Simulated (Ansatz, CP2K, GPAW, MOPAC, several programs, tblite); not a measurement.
## CdGeAs2 (ordering on zincblende) from semi-empirical methods to plane-wave DFT

CdGeAs2 as one 4-atom ordering (P-4m2) on the zincblende lattice, relaxed with r2SCAN in Ansatz, was computed with several methods. It is tetragonal, P-4m2 (No. 115); conventional cell a = 4.076 Å, c = 6.118 Å, 25.42 Å³ an atom. Around Cd lie 4 As at 2.61 Å; around As lie 2 Ge at 2.49 Å and 2 Cd at 2.61 Å; around Ge lie 4 As at 2.49 Å. No spin polarisation. The prototype was imposed, so other structures may be more stable.

```cif
data_structure
_symmetry_space_group_name_H-M 'P-4m2'
_symmetry_Int_Tables_number 115
_cell_length_a 4.0764
_cell_length_b 4.0764
_cell_length_c 6.1183
_cell_angle_alpha 90.000
_cell_angle_beta 90.000
_cell_angle_gamma 90.000
_cell_volume 101.67
loop_
_atom_site_label
_atom_site_type_symbol
_atom_site_symmetry_multiplicity
_atom_site_Wyckoff_symbol
_atom_site_fract_x
_atom_site_fract_y
_atom_site_fract_z
_atom_site_occupancy
Cd1 Cd 1 a 0.00000 0.00000 0.00000 1
As1 As 2 g 0.00000 0.50000 0.26723 1
Ge1 Ge 1 c 0.50000 0.50000 0.50000 1
```

Gaps and times are for a single point on this cell; volume and bulk modulus come from each method's own relaxation or energy curve at fixed shape, which is too stiff where a cell has free coordinates or axes. Times are rough, from shared hosts (Arm Neoverse V1), and each method has its own mesh and cell size. A double dagger marks a value from a curve with shape and coordinates held. PM7 (MOPAC): levels, charges or heat of formation failed a check of plausibility, so no values are given. PM6 (MOPAC), PM7 (MOPAC), GFN1-xTB (tblite), GFN2-xTB (tblite) treat a cluster of cells at its zone centre, which samples few k points: where these miss a band edge, the gap comes out too large for that reason alone. Gaps from k meshes are read at a limited set of points (mesh, symmetry points, PBE's band edges), so each method's own least gap may be somewhat smaller. xTB and the PM methods were fitted mostly to molecules, and can miss a solid's gap by electronvolts. Minimal bases can be far off for gaps. d marks a direct gap, i an indirect one (no mark: not told apart), a dash a value that wasn't computed or didn't pass its checks.

| method | kind | gap (eV) | own volume (Å³/atom) | bulk modulus (GPa) | atoms computed | processor time |
| --- | --- | --- | --- | --- | --- | --- |
| light PBE (260 eV and a coarse mesh) | light plane-wave | overlap 0.35 | – | – | 4 | 2.2 s |
| GFN1-xTB (tblite) | tight binding | 0 | 27.12‡ | 45‡ | 32 | 2.3 s |
| GFN2-xTB (tblite) | tight binding | 0 | – | – | 32 | 3 s |
| PM6 (MOPAC) | semi-empirical | 2.09 | – | – | 32 | 3.5 s |
| PM7 (MOPAC) | semi-empirical | – | – | – | 32 | 4 s |
| PBE/SZV (CP2K) | small basis | overlap 0.26 | 27.46‡ | 54‡ | 4 | 5.9 s |
| PBE | semilocal | overlap 0.45 | 26.44 | 52‡ | 4 | 13 s |
| PBE/single zeta (GPAW) | small basis | overlap 0.44 | – | – | 4 | 14 s |
| PBE/DZVP (CP2K) | small basis | overlap 0.44 | 26.88‡ | 51‡ | 4 | 16 s |
| r2SCAN | semilocal | overlap 0.31 | 25.42 | 61‡ | 4 | 31 s |

Volumes against r2SCAN's: PBE +4.0 %.

With PBE and r2SCAN the bands overlap or touch, or nearly. Semilocal functionals can close a real gap, so this doesn't show a metal; small gaps of other methods may in turn close between the points read or with spin-orbit coupling, and the solid may be a semimetal.

The runs are scalar-relativistic, without spin-orbit coupling.
